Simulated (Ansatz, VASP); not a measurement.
One calculation of TaSi2, two programs

```
Si Ta
1.0
    -1.63316    1.63316    4.07584
     1.63316   -1.63316    4.07584
     1.63316    1.63316   -4.07584
Si Ta
2 1
Cartesian
  0.0000 0.0000 2.7031
  0.0000 0.0000 5.4485
  0.0000 0.0000 0.0000
```

Alike in both runs: functional r2SCAN; k mesh 8 × 8 × 8; occupations gaussian, width 0.1 eV; no spin polarisation.

Ansatz relaxed the structure, and its values are those at the end. VASP's run is a single point on that final structure, the one shown.

|  | VASP | Ansatz |
| --- | --- | --- |
| version | VASP 6.6.1 | Ansatz 0.2.0 |
| potentials or method | VASP PAW PBE potentials, release 64 (Si, Ta_pv) | scalar-relativistic, plane waves, PAW |
| plane-wave cutoff (eV) | 520 | 500 |
| valence electrons in the cell | 19 | 21 |

Ansatz gave:

* gap on the k mesh at the Fermi level (eV): none
* pressure (GPa): 0.1
* rms of the force components (eV/Å): 0.017

Q: Which values does VASP return?

A: gap on the k mesh at the Fermi level (eV): none; pressure (GPa): 0.4; rms of the force components (eV/Å): 0.021.

A gap of «none» marks a metal or a gap that the smearing closes. With one functional, cell and mesh, what is left measures potentials, basis and numerics. The two sets of potentials don't hold the same shells in valence.

Caveats: the PAW data sets were made with another functional, which shifts forces and pressure a little (VASP). The runs have no spin-orbit coupling, so splittings on Ta are missing.
